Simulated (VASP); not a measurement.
Wanted: the native input for a VASP 6.6.1 run.

```yaml
Task: relaxation of cell and atoms
Functional: PBE
Potentials_or_basis: VASP PAW PBE potentials, release 64 (Se, Zr_sv)
Cutoff: 600 eV
k_mesh: 9 × 9 × 1
Occupations: gaussian, width 0.03 eV
Spin: no spin polarisation
Further_INCAR_settings: ALGO = Normal; EDIFF = 1e-06; IBRION = 2; EDIFFG = -0.01; NSW = 90; ISIF = 3
```

The structure of ZrSe2 lies in POSCAR:

```
ZrSe2
1.0
    3.7980000000      0.0000000000      0.0000000000
   -1.8990000000      3.2891644800      0.0000000000
    0.0000000000      0.0000000000     21.0960000000
Se Zr
2 1
Direct
    0.6666666700      0.3333333300      0.4266211600
    0.3333333300      0.6666666700      0.5733788400
    0.0000000000      0.0000000000      0.5000000000
```

One way to write it, as run:

INCAR

```
SYSTEM = ZrSe2
  PREC = Accurate
  ENCUT = 600
  EDIFF = 1E-6
  ISMEAR = 0
  SIGMA = 0.03
  LREAL = .FALSE.
  LASPH = .TRUE.
  NELM = 80
  ALGO = Normal
  ISIF = 3
  LWAVE = .FALSE.
  LCHARG = .FALSE.
  GGA = PE
  IBRION = 2
  NSW = 90
  EDIFFG = -0.01
  LATTICE_CONSTRAINTS = .TRUE. .TRUE. .FALSE.
```

KPOINTS

```
Automatic mesh
0
G
  9 9 1
  0 0 0
```

Potentials or basis: VASP PAW PBE potentials, release 64 (Se, Zr_sv).

Run with:

```bash
$ cat potpaw_PBE.64/Se/POTCAR potpaw_PBE.64/Zr_sv/POTCAR > POTCAR
$ mpirun -np 1 vasp_std > vasp.out
```

Results of the run:

* Relaxed volume: 87.93 Å³/atom
* Relaxed cell: a = 3.800 Å, b = 3.800 Å, c = 21.096 Å, α = 90.00°, β = 90.00°, γ = 120.00°
* Space group after relaxing (to 0.05 Å): P-3m1 (No. 164)
* Energy gained by relaxing: 4.3 meV/atom
* Ionic steps: 5
* Band gap on the k mesh: 0.52 eV, indirect (least direct gap 1.12 eV)

Run time: 2.9 min on 1 thread of Intel(R) Xeon(R) 6975P-C (Granite Rapids) (shared host), peak memory 0.46 GiB.
